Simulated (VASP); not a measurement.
Write the native input for VASP 6.6.1 that does the following.

* Task: electric field gradients
* Functional: r2SCAN
* Potentials or basis: VASP PAW PBE potentials, release 64 (Al)
* Cutoff: 520 eV
* k mesh: 18 × 18 × 18
* Occupations: fermi-dirac, width 0.08 eV
* Spin: no spin polarisation
* Dipole correction: no
* Further INCAR settings: ALGO = Normal; EDIFF = 1e-08; NBANDS = 8

Crystal: Al.

```
CELL_PARAMETERS angstrom
-1.56032 1.56032 1.65487
1.56032 -1.56032 1.65487
1.56032 1.56032 -1.65487
ATOMIC_POSITIONS crystal
Al 0.00000 0.00000 0.00000
```

This isn't the form of Al at room conditions, which is fcc.

The cell isn't the ideal one: z stretched by +4 % at fixed volume, crystal datasets.

One way to write it, as run:

POSCAR

```
Al
1.0
   -1.5603182982      1.5603182982      1.6548674376
    1.5603182982     -1.5603182982      1.6548674376
    1.5603182982      1.5603182982     -1.6548674376
Al
1
Direct
    0.0000000000      0.0000000000      0.0000000000
```

INCAR.step1

```
PREC = Accurate
ENCUT = 520
ISMEAR = -1
SIGMA = 0.08
LREAL = F
LASPH = T
NELM = 100
NBANDS = 8
GGA = PE
ALGO = Normal
EDIFF = 1E-4
LWAVE = T
LCHARG = F
```

INCAR.step2

```
PREC = Accurate
ENCUT = 520
EDIFF = 1E-8
ISMEAR = -1
SIGMA = 0.08
LREAL = F
LASPH = T
NELM = 100
ALGO = Normal
ISIF = 2
LWAVE = F
LCHARG = F
METAGGA = R2SCAN
LMIXTAU = T
LEFG = T
NBANDS = 8
ISTART = 1
```

KPOINTS

```
Automatic mesh
0
Gamma
  18 18 18
```

Potentials or basis: VASP PAW PBE potentials, release 64 (Al).

The run is started by

```bash
$ cat potpaw_PBE.64/Al/POTCAR > POTCAR
$ cp INCAR.step1 INCAR
$ mpirun -np 1 vasp_std > vasp.out
$ cp INCAR.step2 INCAR
$ mpirun -np 1 vasp_std > vasp.out
```

It gave:

- Pressure: 0.1 GPa
- Band gap on the k mesh: none (metal or under the smearing width)

Caveat: the PAW data sets were made with another functional, which shifts forces and pressure a little.

Wall time 3.9 min on 1 thread of Intel(R) Xeon(R) Platinum 8375C CPU @ 2.90GHz (Ice Lake), on a shared host, peak memory 0.17 GiB.
